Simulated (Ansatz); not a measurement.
The system is La.

```xyz
1
Lattice="-2.1238 2.1238 2.1238 2.1238 -2.1238 2.1238 2.1238 2.1238 -2.1238" Properties=species:S:1:pos:R:3 pbc="T T T"
La    0.0000    0.0000    0.0000
```

This isn't the form of La at room conditions, which is double hcp.

Base run:

| Quantity | Value |
| --- | --- |
| Program | Ansatz 0.2.0 |
| Functional | PBEsol |
| Potentials or basis | Ansatz PAW |
| Cutoff | 420 eV |
| Density cutoff | 1680 eV |
| k mesh | 9 × 9 × 9 |
| Occupations | gaussian, width 0.05 eV |
| Spin | no spin polarisation |

Its results: band gap on the k mesh none (metal or under the smearing width); pressure -2.7 GPa.

Q: The run is repeated on the same cell with these changes: hubbard terms from none to La f U = 6 eV; hubbard projectors from none to ortho-atomic (the default). What comes out?

A: Band gap on the k mesh none (metal or under the smearing width); pressure -1.3 GPa.

Caveats: the PAW data sets come from PBE, with cores solved anew for the run's functional, which leaves a small shift of forces and pressure; the magnetic or orbital state may not be the lowest (some runs); U without spin polarisation on a metal has little footing (some runs); the U is typed as a test and isn't derived for this compound (some runs).

Not every run made on this cell is shown here.
